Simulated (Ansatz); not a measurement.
# SiO₂ (Fddd)

The calculation used DFT LDA, scalar-relativistic, plane waves, PAW in Ansatz 0.2.0.

Settings: cutoff 420 eV, Γ-centred mesh 6×6×6 on the computed 12-atom cell, Gaussian smearing of 0.02 eV; no spin polarisation.

The structure is relaxed at this level of theory with its symmetry kept. This form isn't the usual stable structure of the compound.

```
CELL_PARAMETERS angstrom
0.00000 4.69873 7.34186
2.34720 0.00000 7.34186
2.34720 4.69873 0.00000
ATOMIC_POSITIONS crystal
Si 0.56308 0.56308 0.93692
Si 0.31308 0.31308 0.68692
Si 0.68692 0.68692 0.31308
Si 0.93692 0.93692 0.56308
O 0.62500 0.12500 0.62500
O 0.62500 0.62500 0.12500
O 0.62500 0.62500 0.62500
O 0.12500 0.62500 0.62500
O 0.18564 0.81436 0.18564
O 0.81436 0.18564 0.81436
O 0.43564 0.06436 0.43564
O 0.06436 0.43564 0.06436
```

| Item | Value |
| --- | --- |
| Space group | Fddd (No. 70) |
| Volume per atom | 13.50 Å³ |
| Formation energy from the elements' standard states (uncorrected) | -3.106 eV/atom |
| Kohn–Sham band gap | 5.60 eV, direct at Γ |
| Löwdin character of the top 1 eV of the valence band | O 2p 97 % |
| Löwdin character of the lowest 1 eV of the conduction band | Si 3s 39 %, O 2s 21 %, Si 3p 16 %, unprojected 20 % |
| Electron masses at the edge by Cartesian direction of the standard setting (m_e; degenerate bands sorted by energy; no spin-orbit coupling) | x: 0.52; y: 0.54; z: 0.52 |
| Hole masses at the edge by Cartesian direction of the standard setting (m_e; degenerate bands sorted by energy; no spin-orbit coupling) | x: 2.6, 2.3; y: 2.9, 0.99; z: 1.7, 2.7 |
| Bulk modulus | 124 GPa |
| Its pressure derivative | 2.3 |
| Electronic dielectric constant xx, yy, zz of the standard setting (independent particles) | 2.5, 2.5, 2.5 |